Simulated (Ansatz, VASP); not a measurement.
# Co3Sn2S2: VASP beside Ansatz

Wanted: the spread between two codes on one cell, functional and k mesh.

Calculated with Ansatz 0.2.0; plane waves, with VASP 6.6.1 beside it; relaxation of cell and atoms at r2SCAN with rVV10.

In doubt: on Fe and Co compounds r2SCAN can change the orbital order between nearby geometries, unless the shell is half filled, which bears on forces and vibrations.

## Step 1: Starting point

The structure is trigonal, space group R-3m (No. 166). Conventional cell: a = 5.357 Å, b = 5.357 Å, c = 13.127 Å, α = 90.00°, β = 90.00°, γ = 120.00°. Co has 2 S at 2.17 Å nearest. Nearest to Sn lie 6 Co at 2.68 Å and 2 S at 2.85 Å. Nearest to Sn lie 6 Co at 2.68 Å and 6 S at 3.16 Å. Nearest to S lie 3 Co at 2.17 Å and 4 Sn at 2.85 to 3.16 Å. Farther neighbours and most contacts between anions are not listed.

Coordinates:

```
Co Sn S
1.0
     2.67869    1.54655    4.37580
    -2.67869    1.54655    4.37580
     0.00000   -3.09309    4.37580
Co Sn S
3 2 2
Direct
  0.00000 0.00000 0.50000
  0.50000 0.00000 0.00000
  0.00000 0.50000 0.00000
  0.50000 0.50000 0.50000
  0.00000 0.00000 0.00000
  0.28300 0.28300 0.28300
  0.71700 0.71700 0.71700
```

## Step 2: VASP: relaxation of cell and atoms, r2SCAN with rVV10

The relaxed volume is the usual yardstick between codes: its relative difference is about their pressure difference at one cell divided by the bulk modulus.

Lines of VASP's logs that name or quote its potential files are left out, and so is its time.

Contents of INCAR:

```
SYSTEM = Co3Sn2S2
PREC = Accurate
ENCUT = 520
EDIFF = 1E-06
NELM = 100
ISMEAR = -1
SIGMA = 0.05
LREAL = .FALSE.
ALGO = Normal
METAGGA = R2SCAN
LUSE_VDW = .TRUE.
IVDW_NL = 2
BPARAM = 11.95
CPARAM = 0.0093
LASPH = .TRUE.
NBANDS = 49
ISPIN = 2
MAGMOM = 2 2 2 0 0 0 0
LMAXMIX = 4
LORBIT = 11
LWAVE = .FALSE.
LCHARG = .FALSE.
KPAR = 8
IBRION = 2
NSW = 60
ISIF = 3
EDIFFG = -0.01
```

Contents of POSCAR:

```
Co3Sn2S2
1.0
    2.6786950000      1.5465452793      4.3758000000
   -2.6786950000      1.5465452793      4.3758000000
    0.0000000000     -3.0930905587      4.3758000000
Co Sn S
3 2 2
Direct
    0.0000000000      0.0000000000      0.5000000000
    0.5000000000      0.0000000000      0.0000000000
    0.0000000000      0.5000000000      0.0000000000
    0.5000000000      0.5000000000      0.5000000000
    0.0000000000      0.0000000000      0.0000000000
    0.2830000000      0.2830000000      0.2830000000
    0.7170000000      0.7170000000      0.7170000000
```

Contents of KPOINTS:

```
Automatic mesh
0
Gamma
5 5 5
0 0 0
```

The projector-augmented-wave data sets are Co, Sn_d and S (PBE family, release 64).

The run is started by

```console
$ mpirun -np 8 vasp_std
```

Numbers of over 12 decimals in the logs are rounded to 6 here.

Log:

```text
[banner, memory and clock lines left out]
running    8 mpi-ranks, on    1 nodes
 distrk:  each k-point on    1 cores,    8 groups
 distr:  one band on    1 cores,    1 groups

 POSCAR found type information on POSCAR CoSnS
 POSCAR found :  3 types and       7 ions
|                                                                             |
|           W    W    AA    RRRRR   N    N  II  N    N   GGGG   !!!           |
|           W    W   A  A   R    R  NN   N  II  NN   N  G    G  !!!           |
|           W    W  A    A  R    R  N N  N  II  N N  N  G       !!!           |
|           W WW W  AAAAAA  RRRRR   N  N N  II  N  N N  G  GGG   !            |
|           WW  WW  A    A  R   R   N   NN  II  N   NN  G    G                |
|           W    W  A    A  R    R  N    N  II  N    N   GGGG   !!!           |
|                                                                             |
|     For optimal performance we recommend to set                             |
|       NCORE = 2 up to number-of-cores-per-socket                            |
|     NCORE specifies how many cores store one orbital (NPAR=cpu/NCORE).      |
|     This setting can greatly improve the performance of VASP for DFT.       |
|     The default, NCORE=1 might be grossly inefficient on modern             |
|     multi-core architectures or massively parallel machines. Do your        |
|     Unfortunately you need to use the default for GW and RPA                |
|     calculations (for HF NCORE is supported but not extensively tested      |
|     yet).                                                                   |
|                                                                             |

|                                                                             |
|               ----> ADVICE to this user running VASP <----                  |
|                                                                             |
|     You have switched on vdW-DFT.                                           |
|     This routine was written and supplied by Jiri Klimes. We recommend      |
|     that you carefully read and cite the following publications:            |
|       J. Klimes, D.R. Bowler, A. Michelides                                 |
|          J. Phys.: Cond Matt. 22 022201 (2010)                              |
|       J. Klimes, D.R. Bowler, A. Michelides                                 |
|          Phys. Rev. B. 83, 195131 (2011)                                    |
|     and references therein.                                                 |
|                                                                             |

|                                                                             |
|               ----> ADVICE to this user running VASP <----                  |
|                                                                             |
|     You enforced a specific xc type in the INCAR file but a different       |
|     [... a line on the potential file left out ...]
|     I HOPE YOU KNOW WHAT YOU ARE DOING!                                     |
|                                                                             |

 LDA part: xc-table for (None), standard interpolation
 POSCAR, INCAR and KPOINTS ok, starting setup
 FFT: planning ... GRIDC
 FFT: planning ... GRID_SOFT
 FFT: planning ... GRID
 WAVECAR not read
 entering main loop
       N       E                     dE             d eps       ncg     rms          rms(c)
Total rVV10 correction in eV:      1.4925678    73.8831578
Total rVV10 correction in eV:      1.4925678    73.8831578
Total rVV10 correction in eV:      1.4925678    73.8831578
Total rVV10 correction in eV:      1.4925678    73.8831578
Total rVV10 correction in eV:      1.4925678    73.8831578
Total rVV10 correction in eV:      1.4925678    73.8831578
Total rVV10 correction in eV:      1.4925678    73.8831578
Total rVV10 correction in eV:      1.4925678    73.8831578
DAV:   1     0.624987456786E+03    0.62499E+03   -0.29546E+04  3900   0.200E+03
DAV:   2     0.310976589103E+00   -0.62468E+03   -0.58773E+03  3724   0.531E+02
DAV:   3    -0.112387111319E+03   -0.11270E+03   -0.10728E+03  3931   0.198E+02
DAV:   4    -0.119567735386E+03   -0.71806E+01   -0.70820E+01  4422   0.520E+01
DAV:   5    -0.119801069265E+03   -0.23333E+00   -0.23311E+00  4816   0.902E+00    0.267E+01
Total rVV10 correction in eV:      1.4257920    73.8831589
Total rVV10 correction in eV:      1.4257920    73.8831589
[...]
Total rVV10 correction in eV:      1.4522065    73.8831610
Total rVV10 correction in eV:      1.4522065    73.8831610
Total rVV10 correction in eV:      1.4522065    73.8831610
Total rVV10 correction in eV:      1.4522065    73.8831610
Total rVV10 correction in eV:      1.4522065    73.8831610
Total rVV10 correction in eV:      1.4522065    73.8831610
Total rVV10 correction in eV:      1.4522065    73.8831610
Total rVV10 correction in eV:      1.4522065    73.8831610
DAV:   1    -0.105856909472E+03   -0.27121E-02   -0.68825E-02  4704   0.227E+00    0.420E-01
Total rVV10 correction in eV:      1.4540212    73.8831609
Total rVV10 correction in eV:      1.4540212    73.8831609
Total rVV10 correction in eV:      1.4540212    73.8831609
Total rVV10 correction in eV:      1.4540212    73.8831609
[...]
Total rVV10 correction in eV:      1.4538189    73.8831609
Total rVV10 correction in eV:      1.4538189    73.8831609
Total rVV10 correction in eV:      1.4538189    73.8831609
Total rVV10 correction in eV:      1.4538189    73.8831609
Total rVV10 correction in eV:      1.4538189    73.8831609
Total rVV10 correction in eV:      1.4538189    73.8831609
Total rVV10 correction in eV:      1.4538189    73.8831609
Total rVV10 correction in eV:      1.4538189    73.8831609
DAV:   7    -0.105854284679E+03    0.89828E-06   -0.18006E-06  2923   0.862E-03
Total rVV10 correction in eV:      1.4538339    73.8831609
Total rVV10 correction in eV:      1.4538339    73.8831609
Total rVV10 correction in eV:      1.4538339    73.8831609
Total rVV10 correction in eV:      1.4538339    73.8831609
Total rVV10 correction in eV:      1.4538339    73.8831609
Total rVV10 correction in eV:      1.4538339    73.8831609
Total rVV10 correction in eV:      1.4538339    73.8831609
Total rVV10 correction in eV:      1.4538339    73.8831609
Total rVV10 correction in eV:      1.4538256    73.8831609
Total rVV10 correction in eV:      1.4538256    73.8831609
Total rVV10 correction in eV:      1.4538256    73.8831609
Total rVV10 correction in eV:      1.4538256    73.8831609
Total rVV10 correction in eV:      1.4538256    73.8831609
Total rVV10 correction in eV:      1.4538256    73.8831609
Total rVV10 correction in eV:      1.4538256    73.8831609
Total rVV10 correction in eV:      1.4538256    73.8831609
   5 F= -.10585428E+03 E0= -.10584533E+03  d E =-.184903E-02  mag=     1.0005
 curvature:  -0.38 expect dE=-0.201E-04 dE for cont linesearch -0.198E-04
 ZBRENT: interpolating
 opt :   1.2235  next Energy=  -105.854319 (dE=-0.188E-02)
 bond charge predicted
       N       E                     dE             d eps       ncg     rms          rms(c)
Total rVV10 correction in eV:      1.4537245    73.8831609
Total rVV10 correction in eV:      1.4537245    73.8831609
Total rVV10 correction in eV:      1.4537245    73.8831609
Total rVV10 correction in eV:      1.4537245    73.8831609
Total rVV10 correction in eV:      1.4537245    73.8831609
Total rVV10 correction in eV:      1.4537245    73.8831609
Total rVV10 correction in eV:      1.4537245    73.8831609
Total rVV10 correction in eV:      1.4537245    73.8831609
DAV:   1    -0.105854613929E+03   -0.32835E-03   -0.75738E-03  4696   0.751E-01    0.138E-01
Total rVV10 correction in eV:      1.4531212    73.8831609
Total rVV10 correction in eV:      1.4531212    73.8831609
Total rVV10 correction in eV:      1.4531212    73.8831609
Total rVV10 correction in eV:      1.4531212    73.8831609
Total rVV10 correction in eV:      1.4531212    73.8831609
Total rVV10 correction in eV:      1.4531212    73.8831609
Total rVV10 correction in eV:      1.4531212    73.8831609
Total rVV10 correction in eV:      1.4531212    73.8831609
DAV:   2    -0.105854762288E+03   -0.14836E-03   -0.24820E-03  4611   0.615E-01    0.162E-01
Total rVV10 correction in eV:      1.4533097    73.8831610
Total rVV10 correction in eV:      1.4533097    73.8831610
Total rVV10 correction in eV:      1.4533097    73.8831610
Total rVV10 correction in eV:      1.4533097    73.8831610
Total rVV10 correction in eV:      1.4533097    73.8831610
Total rVV10 correction in eV:      1.4533097    73.8831610
Total rVV10 correction in eV:      1.4533097    73.8831610
Total rVV10 correction in eV:      1.4533097    73.8831610
DAV:   3    -0.105854347097E+03    0.41519E-03   -0.92189E-04  4313   0.420E-01    0.449E-02
Total rVV10 correction in eV:      1.4531609    73.8831609
Total rVV10 correction in eV:      1.4531609    73.8831609
Total rVV10 correction in eV:      1.4531609    73.8831609
Total rVV10 correction in eV:      1.4531609    73.8831609
Total rVV10 correction in eV:      1.4531609    73.8831609
Total rVV10 correction in eV:      1.4531609    73.8831609
Total rVV10 correction in eV:      1.4531609    73.8831609
Total rVV10 correction in eV:      1.4531609    73.8831609
DAV:   4    -0.105854325491E+03    0.21606E-04   -0.12085E-04  4998   0.820E-02    0.162E-02
Total rVV10 correction in eV:      1.4531767    73.8831609
Total rVV10 correction in eV:      1.4531767    73.8831609
Total rVV10 correction in eV:      1.4531767    73.8831609
Total rVV10 correction in eV:      1.4531767    73.8831609
Total rVV10 correction in eV:      1.4531767    73.8831609
Total rVV10 correction in eV:      1.4531767    73.8831609
Total rVV10 correction in eV:      1.4531767    73.8831609
Total rVV10 correction in eV:      1.4531767    73.8831609
DAV:   5    -0.105854324824E+03    0.66682E-06   -0.10992E-05  4642   0.325E-02    0.834E-03
Total rVV10 correction in eV:      1.4531904    73.8831609
Total rVV10 correction in eV:      1.4531904    73.8831609
Total rVV10 correction in eV:      1.4531904    73.8831609
Total rVV10 correction in eV:      1.4531904    73.8831609
Total rVV10 correction in eV:      1.4531904    73.8831609
Total rVV10 correction in eV:      1.4531904    73.8831609
Total rVV10 correction in eV:      1.4531904    73.8831609
Total rVV10 correction in eV:      1.4531904    73.8831609
DAV:   6    -0.105854325486E+03   -0.66149E-06   -0.30321E-06  3586   0.105E-02
Total rVV10 correction in eV:      1.4531798    73.8831609
Total rVV10 correction in eV:      1.4531798    73.8831609
Total rVV10 correction in eV:      1.4531798    73.8831609
Total rVV10 correction in eV:      1.4531798    73.8831609
Total rVV10 correction in eV:      1.4531798    73.8831609
Total rVV10 correction in eV:      1.4531798    73.8831609
Total rVV10 correction in eV:      1.4531798    73.8831609
Total rVV10 correction in eV:      1.4531798    73.8831609
Total rVV10 correction in eV:      1.4531865    73.8831609
Total rVV10 correction in eV:      1.4531865    73.8831609
Total rVV10 correction in eV:      1.4531865    73.8831609
Total rVV10 correction in eV:      1.4531865    73.8831609
Total rVV10 correction in eV:      1.4531865    73.8831609
Total rVV10 correction in eV:      1.4531865    73.8831609
Total rVV10 correction in eV:      1.4531865    73.8831609
Total rVV10 correction in eV:      1.4531865    73.8831609
   6 F= -.10585433E+03 E0= -.10584532E+03  d E =-.188984E-02  mag=     1.0005
 curvature:  -0.66 expect dE=-0.254E-05 dE for cont linesearch -0.587E-06
 trial: gam= 0.00000 g(F)=  0.113E-06 g(S)=  0.374E-05 ort =-0.547E-04 (trialstep = 0.961E+00)
 search vector abs. value=  0.385E-05
 reached required accuracy - stopping structural energy minimisation
```

From OUTCAR (step 2):

```text
ion  position               nearest neighbor table
   1  0.000  0.000  0.500-   6 2.17   7 2.17   4 2.68   4 2.68   3 2.68   2 2.68   2 2.68   3 2.68
                             5 2.68   5 2.68
   2  0.500  0.000  0.000-   6 2.17   7 2.17   3 2.68   3 2.68   1 2.68   4 2.68   1 2.68   4 2.68
                             5 2.68   5 2.68
   3  0.000  0.500  0.000-   6 2.17   7 2.17   2 2.68   2 2.68   1 2.68   1 2.68   4 2.68   4 2.68
                             5 2.68   5 2.68
   4  0.500  0.500  0.500-   1 2.68   1 2.68   2 2.68   2 2.68   3 2.68   3 2.68   6 2.85   7 2.85

  LATTYP: Found a trigonal (rhomboedric) cell.
 ALAT       =     5.3586224763
 COS(alpha) =     0.5002299723

 Subroutine GETGRP returns: Found 12 space group operations
 (whereof 12 operations were pure point group operations)

The static configuration has the point symmetry D_3d.

 Found     19 irreducible k-points:

   k-points           NKPTS =     19   k-points in BZ     NKDIM =     19   number of bands    NBANDS=     49

   dimension x,y,z NGX =    40 NGY =   40 NGZ =   40
   dimension x,y,z NGXF=    80 NGYF=   80 NGZF=   80

   ENCUT  =  520.0 eV  38.22 Ry    6.18 a.u.   9.96  9.96  9.96*2*pi/ulx,y,z

   NELECT =      67.0000    total number of electrons

 k-points in reciprocal lattice and weights: Automatic mesh
   0.00000000  0.00000000  0.00000000       0.008
   0.20000000  0.00000000  0.00000000       0.048
   0.40000000  0.00000000  0.00000000       0.048
   0.20000000  0.20000000  0.00000000       0.048
   0.40000000  0.20000000  0.00000000       0.096
  -0.40000000  0.20000000 -0.00000000       0.096
  -0.20000000  0.20000000  0.00000000       0.048
   0.40000000  0.40000000  0.00000000       0.048
  -0.40000000  0.40000000  0.00000000       0.048
[...]
0.40000000  0.40000000  0.40000000       0.016
  -0.40000000  0.40000000  0.40000000       0.048

 average (electrostatic) potential at core
       1 -83.2975       2 -83.2975       3 -83.2975       4-102.7375       5-102.8336
       6 -85.7011       7 -85.7011

 E-fermi :   9.8444

 spin component 1
 k-point     1 :       0.0000    0.0000    0.0000
  band No.  band energies     occupation
    ...
     32       8.8708      1.00000
     33       8.8708      1.00000
     34       9.2477      0.99999
     35       9.7953      0.72734
     36       9.7953      0.72734
     37      10.1202      0.00400
     38      10.7604      0.00000
     39      13.5812      0.00000
     40      13.5812      0.00000
     41      13.9842      0.00000
    ...

 k-point     2 :       0.2000    0.0000    0.0000
  band No.  band energies     occupation
    ...
     30       8.5364      1.00000
     31       8.5929      1.00000
     32       8.8811      1.00000
     33       8.9747      1.00000
     34       9.4656      0.99949
     35       9.8590      0.42724
     36      10.0112      0.03435
     37      10.9395      0.00000
     38      11.1080      0.00000
     39      12.9282      0.00000
    ...

 k-point     3 :       0.4000    0.0000    0.0000
  band No.  band energies     occupation
    ...
     30       8.5356      1.00000
     31       8.7355      1.00000
     32       8.7507      1.00000
     33       9.3346      0.99996
     34       9.8144      0.64532
     35       9.8667      0.38998
     36      10.6848      0.00000
     37      10.9121      0.00000
     38      12.3146      0.00000
     39      12.6340      0.00000
    ...

 k-point     4 :       0.2000    0.2000    0.0000
  band No.  band energies     occupation
    ...
     30       8.5927      1.00000
     31       8.6541      1.00000
     32       8.8420      1.00000
     33       8.9535      1.00000
     34       9.3355      0.99996
     35      10.1830      0.00114
     36      10.4824      0.00000
     37      10.8657      0.00000
     38      11.3458      0.00000
     39      12.4230      0.00000
    ...

 k-point     5 :       0.4000    0.2000    0.0000
  band No.  band energies     occupation
    ...
     30       8.5779      1.00000
     31       8.6008      1.00000
     32       8.9154      1.00000
     33       9.0601      1.00000
     34       9.4890      0.99918
     35      10.3031      0.00010
     36      11.0911      0.00000
     37      11.4746      0.00000
     38      11.9390      0.00000
     39      12.6305      0.00000
    ...

 k-point     6 :      -0.4000    0.2000   -0.0000
  band No.  band energies     occupation
    ...
     30       8.4863      1.00000
     31       8.7680      1.00000
     32       8.8587      1.00000
     33       9.1033      1.00000
     34       9.6949      0.95213
     35      10.1506      0.00218
     36      10.8129      0.00000
     37      11.8815      0.00000
     38      12.2786      0.00000
     39      13.1745      0.00000
    ...

  Total       -0.0136292     -0.0136292      0.0130555      0.0000000     -0.0000000      0.0000000
  in kB       -0.2044675     -0.2044675      0.1958605      0.0000000     -0.0000000      0.0000000
  external PRESSURE =      -0.0710248 kB  Pullay stress =       0.0000000 kB

  energy-cutoff  :      520.00
  volume of cell :      106.80
      direct lattice vectors                 reciprocal lattice vectors
     2.669464263  1.541215911  4.326326585     0.187303500  0.108139726  0.077047659
    -2.669464263  1.541215911  4.326326585    -0.187303500  0.108139726  0.077047659
     0.000000000 -3.082431822  4.326326585     0.000000000 -0.216279452  0.077047659

 POSITION                                       TOTAL-FORCE (eV/Angst)
 -----------------------------------------------------------------------------------
      0.00000     -1.54122      2.16316        -0.000000      0.000000     -0.000000
      1.33473      0.77061      2.16316        -0.000000      0.000000      0.000000
     -1.33473      0.77061      2.16316         0.000000      0.000000     -0.000000
      0.00000     -0.00000      6.48949         0.000000     -0.000000      0.000000
      0.00000     -0.00000      0.00000        -0.000000      0.000000     -0.000000
      0.00000     -0.00000      3.64941        -0.000000      0.000000     -0.001084
      0.00000     -0.00000      9.32957         0.000000     -0.000000      0.001084
 -----------------------------------------------------------------------------------
    total drift:                               -0.000000      0.000000     -0.000000

  FREE ENERGIE OF THE ION-ELECTRON SYSTEM (eV)
  ---------------------------------------------------
  free  energy   TOTEN  =      -105.8543254858 eV

  energy  without entropy=     -105.8363193819  energy(sigma->0) =     -105.84532243

 reached required accuracy - stopping structural energy minimisation

 total charge
# of ion       s       p       d       tot
------------------------------------------
    1        0.430   0.590   7.506   8.526
    2        0.430   0.590   7.506   8.526
    3        0.430   0.590   7.506   8.526
    4        1.138   1.111  10.048  12.298
    5        1.140   1.092  10.044  12.276
    6        1.331   2.392   0.000   3.723
    7        1.331   2.392   0.000   3.723
--------------------------------------------------
tot          6.230   8.757  42.612  57.598

 magnetization (x)
# of ion       s       p       d       tot
------------------------------------------
    1       -0.001  -0.015   0.437   0.421
    2       -0.001  -0.015   0.437   0.421
    3       -0.001  -0.015   0.437   0.421
    4        0.011  -0.045  -0.010  -0.044
    5        0.005  -0.048  -0.010  -0.054
    6       -0.002  -0.008   0.000  -0.010
    7       -0.002  -0.008   0.000  -0.010
--------------------------------------------------
tot          0.009  -0.153   1.290   1.146

[... 6 further parts left out ...]
```

The magnetic state follows from one typed start and may not be the lowest.

(Part 1 of 2 ends here.)

[Lines on the potential files, build, host, timing and source positions are cut from VASP's logs without a mark.]

[Logs are printed without paths, hosts, clocks, repeated set-up lines and the standing remarks that a program may print on its own settings, such as how far it seeks lower states.]

[Hosts, paths, dates, database ids (printed as entryN), source tags and the programs' standing remarks are cut or masked in the printed files.]
